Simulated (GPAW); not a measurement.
# Fe2 V1 Fe2 001: which magnetic order is lowest, part 2 of 2

Does Fe2 V1 Fe2 001 prefer parallel or opposed moments, or none?

GPAW 26.7.0; PBE; plane waves with GPAW's PAW setups, scalar-relativistic.

So far. Step 2 (Start 1: ferro ++++): After 48 cycles the largest moment stands at 2.94 μB.

**3. Order 2, typed as antiferro ++--**

Reversing part of the moments tests the sign of the couplings between them.

File order2.py:

```python
import json
import numpy as np
from ase import Atoms
from ase.parallel import paropen, parprint
from gpaw import GPAW

atoms = Atoms(['Fe', 'Fe', 'V', 'Fe', 'Fe'],
    cell=[[3.024, 0.0, 0.0],
         [0.0, 3.024, 0.0],
         [0.0, 0.0, 17.3835]],
    scaled_positions=[[0.0, 0.0, 0.345155],
         [0.5, 0.5, 0.419385],
         [0.0, 0.0, 0.5],
         [0.5, 0.5, 0.580615],
         [0.0, 0.0, 0.654845]],
    pbc=True,
    magmoms=[2.6, 2.6, 0.0, -2.6, -2.6])
atoms.calc = GPAW(mode={'name': 'pw', 'ecut': 450},
    xc='PBE',
    kpts={'size': (20, 20, 1), 'gamma': True},
    occupations={'name': 'fermi-dirac', 'width': 0.05},
    convergence={'density': 1e-05, 'energy': 1e-05},
    maxiter=250,
    mixer={'name': 'pulay', 'beta': 0.03, 'nmaxold': 8, 'weight': 100},
    symmetry={'tolerance': 1e-4},
    txt='order2.txt')
e = atoms.get_potential_energy(force_consistent=True)
res = {'free_energy': e, 'energy_sigma0': atoms.get_potential_energy(), 'fermi_energy': atoms.calc.get_fermi_level()}
res['moments'] = atoms.get_magnetic_moments().tolist()
res['total'] = atoms.get_magnetic_moment()
parprint('site moments (muB):', np.round(res['moments'], 3))
parprint(f"total moment: {res['total']:.3f} muB")
parprint(f'free energy: {e:.6f} eV')
atoms.calc.write('order2.gpw')
with paropen('results.json', 'w') as f:
    json.dump(res, f)
```

The run is started by

```bash
$ OMP_NUM_THREADS=1 mpirun -n 4 gpaw python order2.py > order2.log
```

Numbers of over 12 decimals in the logs are rounded to 6 here.

Log:

```text
site moments (muB): [ 2.946  1.91   0.    -1.91  -2.946]
total moment: -0.000 muB
free energy: -41.842715 eV

--- order2.txt ---
Input parameters:
  mode=PW(ecut=450),
  convergence={'density': 1e-05, 'energy': 1e-05},
  kpts=MonkhorstPack(size=(20, 20, 1), gamma=True),
  maxiter=250,
  mixer=Pulay(name='pulay', nmaxold=8, beta=0.03, weight=100, sigma=0.015, g_ss=None),
  occupations=Occupations(name='fermi-dirac', width=0.05),
  symmetry=Symmetry(tolerance=0.0001),
  xc=XC(name='PBE')

Diagonalizing LCAO Hamiltonian
Converting LCAO to pw mode
   .------.
  /|      |
 * |      |
 | |      |
 | |      |
 | |      |
 | |      |
 | |      |
 | |      |
 Fe|      |
 | | Fe   |
 | |      |
 | |      |
 V | Fe   |
 | |      |
 | |      |
 Fe|      |
 | |      |
 | |      |
 | |      |
 | |      |
 | .------.
 |/      /
 *------*

Atoms  # Å, Bohr magnetons
|   | symbol |        x |        y |         z |    initial magnetic moments |
|---|--------|----------|----------|-----------|-----------------------------|
| 0 |     Fe | 0.000000 | 0.000000 |  6.000002 | ( 0.0000,  0.0000,  2.6000) |
| 1 |     Fe | 1.512000 | 1.512000 |  7.290379 | ( 0.0000,  0.0000,  2.6000) |
| 2 |      V | 0.000000 | 0.000000 |  8.691750 | ( 0.0000,  0.0000,  0.0000) |
| 3 |     Fe | 1.512000 | 1.512000 | 10.093121 | ( 0.0000,  0.0000, -2.6000) |
| 4 |     Fe | 0.000000 | 0.000000 | 11.383498 | ( 0.0000,  0.0000, -2.6000) |

Unit cell  # Å
| periodic |        x |        y |         z |   lengths |    angles |
|----------|----------|----------|-----------|-----------|-----------|
|      yes | 3.024000 | 0.000000 |  0.000000 |  3.024000 | 90.000000 |
|      yes | 0.000000 | 3.024000 |  0.000000 |  3.024000 | 90.000000 |
|      yes | 0.000000 | 0.000000 | 17.383500 | 17.383500 | 90.000000 |

Number of symmetries: 8

BZ-sampling:
  Number of BZ points: 400
  Number of IBZ points: 66

  Monkhorst-Pack size: [20, 20, 1]
  Monkhorst-Pack shift: [0.025, 0.025, 0.0]

Plane wave coefficients: 3488
Cutoff: 450.000000 eV

Spin-components: 2 (collinear spins)
Bands:           31
Projectors:      30
Spin-degeneracy: 1
Datatype:        complex128

Parallelization:
  kpt:    4
  domain: 1
  band:   1

Density:
  Valence electrons: 45.0
  Components: 2
  Grid points: [15 15 90]
  Charge: 0.0  # |e|

Potential:
  Grid points: [15 15 90]

[... setups left out ...]
Reference energy: -164298.313962  # eV

eigensolver:
  PPCG
  Converge bands: occupied
  niter=2

density mixing:
  Pulay-Mixer
  Linear mixing parameters: 0.03
  Old densities: 8
  Fourier metric: weight=100, sigma=0.015

occupation numbers:
  Fermi-Dirac:
    width: 0.0500  # eV

poisson solver:
  ecut: 3600.000000  # eV

xc functional:
  name: PBE with 2 nearest neighbor stencil

convergence criteria:
- Maximum integral of absolute [dens]ity change: 1e-05 electrons / valence electron
- Maximum [total energy] change in last 3 cyles: 1e-05 eV / valence electron
- Maximum integral of absolute [eigenst]ate change: 4e-08 eV^2 / valence electron
maximum number of iterations: 250

SCF iterations
|iter     |      energy | eigst |  dens |  magmom |
|---------|-------------|-------|-------|---------|
|iter:   1|       0s |  -44.270682 | +0.44 |       |  +0.0000|
|iter:   2|       4s |  -43.123469 | -0.90 | -0.73 |  +0.0000|
|iter:   3|       8s |  -42.705822 | -1.66 | -0.90 |  +0.0000|
|iter:   4|      12s |  -41.906425 | -1.13 | -0.95 |  -0.0000|
|iter:   5|      16s |  -41.465169 | -0.76 | -1.05 |  +0.0000|
|iter:   6|      20s |  -41.523278 | -1.61 | -1.23 |  +0.0000|
|iter:   7|      24s |  -41.545616 | -1.81 | -1.20 |  -0.0000|
|iter:   8|      28s |  -41.557308 | -2.62 | -1.34 |  +0.0000|
|iter:   9|      32s |  -41.681380 | -2.30 | -1.37 |  -0.0000|
|iter:  10|      36s |  -41.808748 | -1.75 | -1.47 |  +0.0000|
[... 20 iterations left out ...]
|iter:  31|     121s |  -41.822976c| -6.83 | -3.63 |  +0.0000|
|iter:  32|     125s |  -41.822977c| -7.45c| -3.65 |  +0.0000|
|iter:  33|     130s |  -41.822978c| -7.82c| -3.68 |  +0.0000|
|iter:  34|     134s |  -41.822982c| -6.81 | -3.70 |  +0.0000|
|iter:  35|     138s |  -41.822983c| -6.73 | -3.81 |  -0.0000|
|iter:  36|     142s |  -41.822984c| -6.48 | -3.92 |  -0.0000|
|iter:  37|     146s |  -41.822985c| -7.48c| -4.12 |  -0.0000|
|iter:  38|     150s |  -41.822985c| -6.85 | -4.21 |  +0.0000|
|iter:  39|     154s |  -41.822984c| -7.27 | -4.46 |  -0.0000|
|iter:  40|     156s |  -41.822984c| -8.12c| -5.06c|  -0.0000|

Converged in 40 steps
Energy contributions relative to reference atoms: (reference = -164298.313962)

Energy contributions:
  Kinetic:          19.180997
  Coulomb:         -17.576314
  Zero:              0.642357
  External:          0.000000
  Xc:              -44.050293
  Entropy:          -0.039462
  Spinorbit:         0.000000
  ----------------------------
  Free energy:     -41.842715
  Extrapolated:    -41.822984

dipole moment: (-22.051752, -22.051752, -0.000342)  # |e|*Ang

Total magnetic moment: (0.000000, 0.000000, -0.000000)

Local magnetic moments
|        x |        y |         z |
|----------|----------|-----------|
| 0.000000 | 0.000000 |  2.946139 |  # Fe   0
| 0.000000 | 0.000000 |  1.909605 |  # Fe   1
| 0.000000 | 0.000000 |  0.000000 |  # V    2
| 0.000000 | 0.000000 | -1.909605 |  # Fe   3
| 0.000000 | 0.000000 | -2.946139 |  # Fe   4

Fermi level: 1.600
Eigenvalues  # (at kpt = [-0.000, -0.000, 0.000])
| band index |      eig [eV] | occ [0-1] |      eig [eV] | occ [0-1] |
|------------|---------------|-----------|---------------|-----------|
|          0 |       -62.831 |     1.000 |       -62.831 |     1.000 |
|        ... |               |           |               |           |
|         15 |        -0.317 |     1.000 |        -0.317 |     1.000 |
|         16 |         0.109 |     1.000 |         0.109 |     1.000 |
|         17 |         0.109 |     1.000 |         0.109 |     1.000 |
|         18 |         0.580 |     1.000 |         0.580 |     1.000 |
|         19 |         1.199 |     1.000 |         1.199 |     1.000 |
|         20 |         1.205 |     1.000 |         1.205 |     1.000 |
|         21 |         1.253 |     0.999 |         1.253 |     0.999 |
|         22 |         1.253 |     0.999 |         1.253 |     0.999 |
|         23 |         1.780 |     0.027 |         1.780 |     0.027 |
|         24 |         1.830 |     0.010 |         1.830 |     0.010 |
|         25 |         1.830 |     0.010 |         1.830 |     0.010 |
|         26 |         2.158 |     0.000 |         2.158 |     0.000 |
|         27 |         2.748 |     0.000 |         2.748 |     0.000 |
|         28 |         2.783 |     0.000 |         2.783 |     0.000 |
|         29 |         3.117 |     0.000 |         3.117 |     0.000 |
|         30 |         3.117 |     0.000 |         3.117 |     0.000 |

No gap
No difference between direct/indirect transitions
```

It took 2.7 min on 4 MPI ranks of Arm Neoverse V2, shared host; peak memory 1.1 GiB.

Spin moment in the augmentation sphere by atom:

```tsv
atom	spin moment in the augmentation sphere (μB)
Fe1	2.95
Fe2	1.91
V3	0.00
Fe4	-1.91
Fe5	-2.95
```

Numbers from this step:

- magnetization: 0 μB
- final state: antiferromagnetic

It lies 13.9 meV a seeded atom over the first start, and its largest moment is 2.95 μB against 2.94 μB.

**4. Order 3, typed as no spin polarisation**

A run without seeds gives the energy of the state without moments.

nospin.py is the script of step 3 with these lines changed:

```diff
@@ -15,4 +15,3 @@
          [0.0, 0.0, 0.654845]],
-    pbc=True,
-    magmoms=[2.6, 2.6, 0.0, -2.6, -2.6])
+    pbc=True)
 atoms.calc = GPAW(mode={'name': 'pw', 'ecut': 450},
@@ -25,11 +24,7 @@
     symmetry={'tolerance': 1e-4},
-    txt='order2.txt')
+    txt='nospin.txt')
 e = atoms.get_potential_energy(force_consistent=True)
 res = {'free_energy': e, 'energy_sigma0': atoms.get_potential_energy(), 'fermi_energy': atoms.calc.get_fermi_level()}
-res['moments'] = atoms.get_magnetic_moments().tolist()
-res['total'] = atoms.get_magnetic_moment()
-parprint('site moments (muB):', np.round(res['moments'], 3))
-parprint(f"total moment: {res['total']:.3f} muB")
 parprint(f'free energy: {e:.6f} eV')
-atoms.calc.write('order2.gpw')
+atoms.calc.write('nospin.gpw')
 with paropen('results.json', 'w') as f:
```

The run is started by

```bash
$ OMP_NUM_THREADS=1 mpirun -n 4 gpaw python nospin.py > nospin.log
```

Log:

```text
free energy: -39.237124 eV

--- nospin.txt ---
Input parameters:
  mode=PW(ecut=450),
  convergence={'density': 1e-05, 'energy': 1e-05},
  kpts=MonkhorstPack(size=(20, 20, 1), gamma=True),
  maxiter=250,
  mixer=Pulay(name='pulay', nmaxold=8, beta=0.03, weight=100, sigma=0.015, g_ss=None),
  occupations=Occupations(name='fermi-dirac', width=0.05),
  symmetry=Symmetry(tolerance=0.0001),
  xc=XC(name='PBE')

[...]
|          0 |       -63.431 |     2.000 |
|        ... |               |           |
|         17 |         0.049 |     2.000 |
|         18 |         0.528 |     2.000 |
|         19 |         0.528 |     2.000 |
|         20 |         0.606 |     2.000 |
[...]
|         27 |         1.639 |     0.000 |
|         28 |         2.077 |     0.000 |
|         29 |         2.365 |     0.000 |
|         30 |         2.365 |     0.000 |

No gap
No difference between direct/indirect transitions

[key lines of the parts left out:]
Free energy:     -39.237124
Converged in 31 steps
dipole moment: (-22.045992, -22.045992, -0.000342)  # |e|*Ang
Fermi level: 1.112
```

It took 63 s on 4 MPI ranks; peak memory 0.88 GiB; 4.2 min of CPU time.

Numbers from this step:

```yaml
final_state: non-magnetic (no spin polarisation)
```

It lies 665 meV a seeded atom over the first start.

**5. The states side by side**

These are free energies at a smearing of 0.05 eV, so its entropy term is in the differences. They are divided by the number of seeded atoms, so that cells of unlike size compare.

Orders:

```tsv
start	final state	typed order kept	energy over the lowest (meV a seeded atom)	largest site moment (μB)	net moment (μB a primitive cell)	mesh matched	CPU time (s)
ferro ++++	ferrimagnetic	yes	0	2.944	9.205	yes	830.5
antiferro ++--	antiferromagnetic	yes	13.85	2.946	0	yes	653.6
no spin polarisation	non-magnetic	-	665.3	0	0	yes	251.6
```

**6. Outcome**

```json
{"lowest state found": "ferrimagnetic (typed ferro ++++)", "largest site moment": "2.94 μB", "next state": "antiferromagnetic, 13.9 meV a seeded atom higher", "energy gained by spin polarisation": "665 meV a seeded atom"}
```

In words: The lowest state found is ferrimagnetic, reached from the start ferro ++++, with moments up to 2.94 μB. The next state costs 14 meV a seeded atom. This is the lowest of 3 finished starts, no proof of the ground state.

[Logs and program files are shortened in this print: banners, set-up blocks, solver, clock and traceback lines can be left out without a mark of their own.]

[Logs are printed without paths, hosts, clocks, repeated set-up lines and the standing remarks that a program may print on its own settings, such as how far it seeks lower states.]

[Hosts, paths, dates, database ids (printed as entryN), source tags and the programs' standing remarks are cut or masked in the printed files.]

[Where a cell is said to come from a database of computed structures, the database is the Materials Project.]
